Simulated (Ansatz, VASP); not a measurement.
CaS (Oldhamite): VASP beside Ansatz

```
Ca S
1.0
     0.00000    2.81719    2.81719
     2.81719    0.00000    2.81719
     2.81719    2.81719    0.00000
Ca S
1 1
Direct
  0.00000 0.00000 0.00000
  0.50000 0.50000 0.50000
```

Alike in both runs: functional PBEsol; k mesh 8 × 8 × 8; occupations gaussian, width 0.02 eV; no spin polarisation.

Ansatz relaxed the structure, and its values are those at the end. VASP's run is a single point on that final structure, the one shown.

|  | VASP | Ansatz |
| --- | --- | --- |
| version | VASP 6.6.1 | Ansatz 0.2.0 |
| potentials or method | VASP PAW PBE potentials, release 64 (Ca_sv, S) | scalar-relativistic, plane waves, PAW |
| plane-wave cutoff (eV) | 520 | 420 |
| valence electrons in the cell | 16 | 16 |

|  | VASP | Ansatz | Ansatz less VASP |
| --- | --- | --- | --- |
| gap on the k mesh at the Fermi level (eV) | 2.15 | 2.16 | +0.007 |
| least direct gap on the mesh (eV) | 3.00 | 3.00 | +0.006 |
| pressure (GPa) | 0.1 | 0.0 | -0.19 |

With one functional, cell and mesh, what is left measures potentials, basis and numerics.

Caveats: the PAW data sets were made with another functional, which shifts forces and pressure a little (VASP). A k mesh can miss the band edges.
